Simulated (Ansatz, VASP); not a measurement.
# ZnS in two plane-wave programs, part 2 of 2

Wanted: the spread between two codes on one cell, functional and k mesh. The structure shown is the end of the Ansatz relaxation below.

VASP 6.6.1 and Ansatz 0.2.0.

So far. Step 3 (VASP: single point, PBEsol, pair 1): The run ends at a pressure of 1.03 GPa, with forces up to 0.0011 eV/Å.

## (6) VASP: single point, PBEsol, pair 2

Level of this step: PBEsol; plane waves and PAW (Zn, S) (VASP).

The same cell, functional, mesh and smearing now go to VASP, with its own data sets.

Contents of INCAR:

```
SYSTEM = ZnS
PREC = Accurate
ENCUT = 500
EDIFF = 1E-06
NELM = 120
ISMEAR = -1
SIGMA = 0.02
LREAL = .FALSE.
ALGO = Normal
GGA = PS
NBANDS = 24
LORBIT = 11
LWAVE = .FALSE.
LCHARG = .FALSE.
ISIF = 2
LASPH = .TRUE.
GGA_COMPAT = .FALSE.
EFERMI = MIDGAP
KPAR = 2
```

Contents of POSCAR:

```
ZnS
1.0
    3.7916899846      0.0000000000      0.0000000000
   -1.8958449923      3.2836998499      0.0000000000
    0.0000000000      0.0000000000      6.1456437900
Zn S
2 2
Direct
    0.3333333313      0.6666666687      0.0011873614
    0.6666666687      0.3333333313      0.5011873614
    0.6666666669      0.3333333331      0.1246883386
    0.3333333331      0.6666666669      0.6246883386
```

Contents of KPOINTS:

```
Automatic mesh
0
Gamma
8 8 5
0 0 0
```

PAW data sets: Zn and S (PBE family, release 64).

The run is started by

```
$ mpirun -np 2 vasp_std
```

Numbers of over 12 decimals in the logs are rounded to 6 here.

Output:

```text
[banner, memory and clock lines left out]
running    2 mpi-ranks, on    1 nodes
[...]
[... a notice as in an earlier step ...]

 LDA part: xc-table for (Slater+PW92), standard interpolation
 POSCAR, INCAR and KPOINTS ok, starting setup
[...]
entering main loop
       N       E                     dE             d eps       ncg     rms          rms(c)
DAV:   1     0.231304152807E+03    0.23130E+03   -0.16992E+04  1440   0.177E+03
DAV:   2     0.519873854013E+01   -0.22611E+03   -0.21905E+03  1520   0.358E+02
DAV:   3    -0.155410749440E+02   -0.20740E+02   -0.20603E+02  1776   0.110E+02
DAV:   4    -0.159737032420E+02   -0.43263E+00   -0.43233E+00  1688   0.165E+01
[...]
DAV:  12    -0.151629559331E+02    0.36689E-05   -0.49826E-05  1768   0.128E-01    0.126E-02
DAV:  13    -0.151629585762E+02   -0.26430E-05   -0.86723E-06  1752   0.157E-02    0.517E-03
DAV:  14    -0.151629581041E+02    0.47202E-06   -0.91696E-07  1152   0.752E-03
   1 F= -.15162958E+02 E0= -.15162958E+02  d E =0.000000E+00
```

Parts of OUTCAR (step 6):

```text
  Total        0.0872548      0.0872548      0.7030395      0.0000000     -0.0000000      0.0000000
  in kB        1.8269909      1.8269909     14.7206388      0.0000000     -0.0000000      0.0000000
  external PRESSURE =       6.1248735 kB  Pullay stress =       0.0000000 kB

 POSITION                                       TOTAL-FORCE (eV/Angst)
 -----------------------------------------------------------------------------------
     -0.00000      2.18913      0.00730         0.000000      0.000000      0.002320
      1.89585      1.09457      3.08012        -0.000000     -0.000000      0.002320
      1.89584      1.09457      0.76629         0.000000      0.000000     -0.002320
     -0.00000      2.18913      3.83911        -0.000000     -0.000000     -0.002320
 -----------------------------------------------------------------------------------
    total drift:                               -0.000006      0.000004      0.001606

  FREE ENERGIE OF THE ION-ELECTRON SYSTEM (eV)
  ---------------------------------------------------
  free  energy   TOTEN  =       -15.1629581041 eV

  energy  without entropy=      -15.1629581041  energy(sigma->0) =      -15.16295810

[... 1 part as in an earlier step ...]

[... 2 further parts left out ...]
[key lines of the parts left out:]
E-fermi :   3.4148
```

The run ends at a pressure of 0.61 GPa, with forces up to 0.0023 eV/Å.

## (7) Side by side

Compared:

```
              quantity  Ansatz   VASP  difference
        pressure (GPa)    0.43   0.61       -0.18
gap on the k mesh (eV)   2.209  2.219      -0.010
```

A gap on the mesh is an upper bound, since the band edges may lie between its points.

## (8) Ansatz: relaxation, PBEsol

This run makes the geometry at which the two programs are then compared. The cell compared in this pair holds 75.78 Å³, against 76.52 Å³ for the pair before.

The structure compared here is the end of the Ansatz relaxation.

Contents of input.yaml:

```yaml
crystal:
  lattice:
    - [3.810576575, 0.0, 0.0]
    - [-1.9052882875, 3.300056117, 0.0]
    - [0.0, 0.0, 6.02148937]
  atoms:
    - { symbol: Zn, position: [0.3333333, 0.6666667, 1.67e-05] }
    - { symbol: Zn, position: [0.6666667, 0.3333333, 0.5000167] }
    - { symbol: S, position: [0.6666667, 0.3333333, 0.125859] }
    - { symbol: S, position: [0.3333333, 0.6666667, 0.625859] }
kpoints:
  mp_grid: { grid: [8, 8, 5] }
scf:
  occupations: { method: fermi_dirac, width: 0.02 }
hamiltonian:
  xc: pbesol
  pseudopotentials: { kind: paw, azcp: { folder: soft_1 }, xc_functional: pbe }
basis:
  ecutwfc: 600
output:
  forces: true
  stress: true
relax:
  f_tol: 0.005
  max_steps: 70
  cell: { stress_tol: 0.02, p_target: 0, fix: [c, alpha, beta, gamma] }
```

The run is started by

```
$ ansatz run input.yaml --threads 4 --pin off --max-ram 10240MiB --backend cpu --events-out ev --progress --plain --runs-dir out
```

Output:

```text
[...]
Crystal: 4 atoms, lattice volume = 75.721 Å³
Basis set: ecut = 600 eV, 2563 PW (Γ), exchange–correlation on 64×64×100 points (8 copies of the dense FFT grid, shifted against one another)
Bands: 22, of which v1, the nominal top of the filled ones, is band 18 counted from 1 (17 counted from 0)
Symmetry: 4 space group operations
k-points: 63 of 320 (time reversal used)
[...]
--- Relaxed structure (4 steps of the walk, 4 accepted, 1 SCFs on fresh bases) ---
[...]
cell:  # Å, volume = 75.7821 Å³
    - [3.812117, 1.1054001163455262e-19, 0]
    - [-1.906058, 3.301390, 0]
    - [0, 0, 6.02148937]
  atoms:
    - { symbol: Zn, position: [0.333333, 0.666667, 0.00388916] }
    - { symbol: Zn, position: [0.666667, 0.333333, 0.503889] }
    - { symbol: S, position: [0.666667, 0.333333, 0.121987] }
    - { symbol: S, position: [0.333333, 0.666667, 0.621987] }
[key lines of the parts left out:]
SCF converged after 6 iterations
Free energy (F): -8334.852264 eV
Fermi energy:    7.359330 eV
P = ⅓ Tr σ = 1.2653 GPa (12.653 kbar)
```

## (9) VASP: single point, PBEsol, pair 3

The same cell, functional, mesh and smearing now go to VASP, with its own data sets.

INCAR is that of step 6.

Contents of POSCAR:

```
ZnS
1.0
    3.8121165556      0.0000000000      0.0000000000
   -1.9060582778      3.3013897794      0.0000000000
    0.0000000000      0.0000000000      6.0214893700
Zn S
2 2
Direct
    0.3333333200      0.6666666800      0.0038891608
    0.6666666800      0.3333333200      0.5038891608
    0.6666666536      0.3333333464      0.1219865392
    0.3333333464      0.6666666536      0.6219865392
```

KPOINTS is that of step 6.

The run is started by

```
$ mpirun -np 2 vasp_std
```

Output:

```text
[... set-up lines as in an earlier step ...]
 entering main loop
       N       E                     dE             d eps       ncg     rms          rms(c)
DAV:   1     0.230628404901E+03    0.23063E+03   -0.16886E+04  1440   0.177E+03
DAV:   2     0.466222208247E+01   -0.22597E+03   -0.21780E+03  1528   0.358E+02
DAV:   3    -0.155469045397E+02   -0.20209E+02   -0.20104E+02  1840   0.110E+02
DAV:   4    -0.159546567953E+02   -0.40775E+00   -0.40755E+00  1648   0.161E+01
[...]
DAV:  12    -0.151372113998E+02    0.27838E-05   -0.43666E-05  1824   0.114E-01    0.127E-02
DAV:  13    -0.151372143471E+02   -0.29473E-05   -0.89060E-06  1680   0.159E-02    0.549E-03
DAV:  14    -0.151372137515E+02    0.59558E-06   -0.10440E-06  1192   0.799E-03
   1 F= -.15137214E+02 E0= -.15137214E+02  d E =0.000000E+00
```

Parts of OUTCAR (step 9):

```text
  Total        0.0900148      0.0900148      1.8886891      0.0000000      0.0000000      0.0000000
  in kB        1.9030828      1.9030828     39.9304456      0.0000000      0.0000000      0.0000000
  external PRESSURE =      14.5788704 kB  Pullay stress =       0.0000000 kB

 POSITION                                       TOTAL-FORCE (eV/Angst)
 -----------------------------------------------------------------------------------
     -0.00000      2.20093      0.02342        -0.000000     -0.000000      0.000206
      1.90606      1.10046      3.03416         0.000000     -0.000000      0.000206
      1.90606      1.10046      0.73454         0.000000      0.000000     -0.000206
      0.00000      2.20093      3.74529        -0.000000     -0.000000     -0.000206
 -----------------------------------------------------------------------------------
    total drift:                               -0.000040      0.000025     -0.000813

  FREE ENERGIE OF THE ION-ELECTRON SYSTEM (eV)
  ---------------------------------------------------
  free  energy   TOTEN  =       -15.1372137515 eV

  energy  without entropy=      -15.1372137515  energy(sigma->0) =      -15.13721375

[... 1 part as in an earlier step ...]

[... 2 further parts left out ...]
[key lines of the parts left out:]
E-fermi :   3.5603
```

The run ends at a pressure of 1.46 GPa, with forces up to 2.1e-4 eV/Å.

## (10) Side by side

The two programs side by side:

```
              quantity  Ansatz   VASP  difference
        pressure (GPa)    1.27   1.46       -0.19
gap on the k mesh (eV)   2.220  2.229      -0.009
```

A gap on the mesh is an upper bound, since the band edges may lie between its points.

## (11) Summary of results

```
difference in gap on the k mesh (single point, PBEsol, pair 1) : -0.0094 eV
difference in gap on the k mesh (single point, PBEsol, pair 2) : -0.0100 eV
difference in gap on the k mesh (single point, PBEsol, pair 3) : -0.0092 eV
```

The difference in gap on the k mesh is -0.0100 eV (single point, PBEsol, pair 2), within the 0.08 eV picked in this series as the mark of a large difference. 3 further runs of this series are not shown here. How closely two codes agree says nothing of how well the functional describes the real material.

[Lines on the potential files, build, host, timing and source positions are cut from VASP's logs without a mark.]

[Logs are printed without paths, hosts, clocks, repeated set-up lines and the standing remarks that a program may print on its own settings, such as how far it seeks lower states.]

[Hosts, paths, dates, database ids (printed as entryN), source tags and the programs' standing remarks are cut or masked in the printed files.]
